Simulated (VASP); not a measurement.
Here is a VASP 6.6.1 calculation.

INCAR

```
SYSTEM = WC
ALGO = Fast ; EDIFF = 1E-6
EDIFFG = -0.02 ; ENCUT = 600
GGA = PE ; IBRION = 2
ISIF = 3 ; ISMEAR = -1
LASPH = .True. ; LCHARG = .False.
LREAL = .False. ; LWAVE = .False.
NELM = 100 ; NSW = 60
PREC = Accurate ; SIGMA = 0.05
```

File KPOINTS:

```
k-points
0
Gamma
  10 10 9
  0 0 0
```

File POSCAR:

```
WC
1.0
    2.9065000000      0.0000000000      0.0000000000
   -1.4532500000      2.5171028361      0.0000000000
    0.0000000000      0.0000000000      2.8366000000
W C
1 1
Direct
    0.0000000000      0.0000000000      0.0000000000
    0.6666666667      0.3333333333      0.5000000000
```

Potentials or basis: VASP PAW PBE potentials, release 64 (W_sv, C).

Command:

```bash
$ cat potpaw_PBE.64/W_sv/POTCAR potpaw_PBE.64/C/POTCAR > POTCAR
$ mpirun -np 1 vasp_std > vasp.out
```

Question: What does it give for the space group after relaxing (to 0.05 Å)?

Answer: P-6m2 (No. 187).

Question: Predict the relaxed volume.

Answer: 10.55 Å³/atom.

The path:
| step | energy change (eV) | largest force (eV/Å) | pressure (GPa) | volume (Å³) |
| --- | --- | --- | --- | --- |
| 1 | 0.0000 | 0.0000 | 6.70 | 20.75 |
| 2 | 0.0437 | 0.0000 | -16.00 | 22.08 |
| 3 | -0.0071 | 0.0000 | -0.18 | 21.11 |
| 4 | -0.0071 | 0.0000 | -0.02 | 21.10 |
| 5 | -0.0071 | 0.0000 | 0.03 | 21.10 |
| 6 | -0.0072 | 0.0000 | 0.04 | 21.10 |

The run has no spin-orbit coupling, so splittings on W are missing. PBE usually gives volumes a little too large and moduli too small.
